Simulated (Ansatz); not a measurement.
# LiCl: a prediction, then the measurements

Computed with Ansatz 0.2.0, DFT PBE, scalar-relativistic, plane waves, PAW.

Settings: cutoff 420 eV, Γ-centred mesh 8×8×8 on the computed 2-atom cell, Gaussian smearing of 0.02 eV; no spin polarisation.

Relaxed structure:

```cif
data_structure
_symmetry_space_group_name_H-M 'Fm-3m'
_symmetry_Int_Tables_number 225
_cell_length_a 5.1483
_cell_length_b 5.1483
_cell_length_c 5.1483
_cell_angle_alpha 90.000
_cell_angle_beta 90.000
_cell_angle_gamma 90.000
_cell_volume 136.45
loop_
_atom_site_label
_atom_site_type_symbol
_atom_site_symmetry_multiplicity
_atom_site_Wyckoff_symbol
_atom_site_fract_x
_atom_site_fract_y
_atom_site_fract_z
_atom_site_occupancy
Li1 Li 4 a 0.00000 0.00000 0.00000 1
Cl1 Cl 4 b 0.50000 0.00000 0.00000 1
```

- Space group: Fm-3m (No. 225)
- Volume per atom: 17.06 Å³
- Formation energy from the elements' standard states (uncorrected): -1.852 eV/atom
- Kohn–Sham band gap: 6.26 eV
- Orbital (Löwdin) character of the top 1 eV of the valence band: Cl 3p 98 %
- Bulk modulus: 32 GPa
- Its pressure derivative: 4.3
- Electronic dielectric constant xx, yy, zz (independent particles): 3.2, 3.2, 3.2
- Bader charge by site (e): Li (1 in the cell) 0.90, Cl (1 in the cell) -0.90

**Against measurements.**

A measured lattice constant a of LiCl is 5.13988 Å (298.15 K; a printed reference work (data compilation)); the calculated 5.148 Å exceeds it by 0.2 %. The calculation is for 0 K without zero-point motion. Measured band gap of LiCl: 9.4 eV (a printed reference work (monograph)). This calculation gives 6.26 eV (-3.14 eV). Kohn–Sham gaps of semilocal functionals fall short of measured ones as a rule. Against the measured high-frequency dielectric constant of LiCl, 2.75 (a printed reference work (monograph)), the calculated 3.2 is off by +17.5 %. Local fields are left out.

The cell was reached from a generator's guess, though it ends in a space group that the Crystallography Open Database lists for this formula.
